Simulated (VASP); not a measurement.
MgSi:

```
Si Mg
1.0
     2.90839    0.00000    0.00000
     0.00000    2.90839    0.00000
     0.00000    0.00000    4.10343
Si Mg
1 1
Direct
  0.50000 0.50000 0.50000
  0.00000 0.00000 0.00000
```

The cell comes from a database or a generator and needn't be the stable form of this composition.

| Property | Result |
| --- | --- |
| Program | VASP 6.6.1 |
| Task | relaxation of cell and atoms |
| Functional | BLYP |
| Potentials or basis | VASP PAW PBE potentials, release 64 (Si, Mg) |
| Cutoff | 600 eV |
| k mesh | 9 × 9 × 7 |
| Occupations | fermi-dirac, width 0.05 eV |
| Spin | no spin polarisation |

At the start: pressure 3.1 GPa; volume 17.35 Å³/atom.

Where does the relaxation end?

Over 10 steps the energy falls by 40.2 meV/atom and the volume is 18.54 Å³/atom (+6.9 %); space group P4/mmm (No. 123, to 0.05 Å).

Step by step:
```csv
step,energy change (eV),largest force (eV/Å),pressure (GPa),volume (Å³)
1,0.0000,0.0000,3.14,34.71
2,-0.0577,0.0000,0.52,36.43
3,-0.0740,0.0000,-0.99,37.67
4,-0.0746,0.0000,-1.36,38.01
5,-0.0746,0.0000,-1.26,37.91
6,-0.0800,0.0000,-0.13,37.22
7,-0.0801,0.0000,-0.23,37.29
8,-0.0801,0.0000,-0.25,37.30
9,-0.0803,0.0000,-0.06,37.15
10,-0.0803,0.0000,0.01,37.09
```

Final structure:
```
Si Mg
1.0
     3.06829    0.00000    0.00000
     0.00000    3.06829    0.00000
     0.00000    0.00000    3.93952
Si Mg
1 1
Direct
  0.50000 0.50000 0.50000
  0.00000 0.00000 0.00000
```

Caveat: the PAW data sets were made with another functional, which shifts forces and pressure a little.
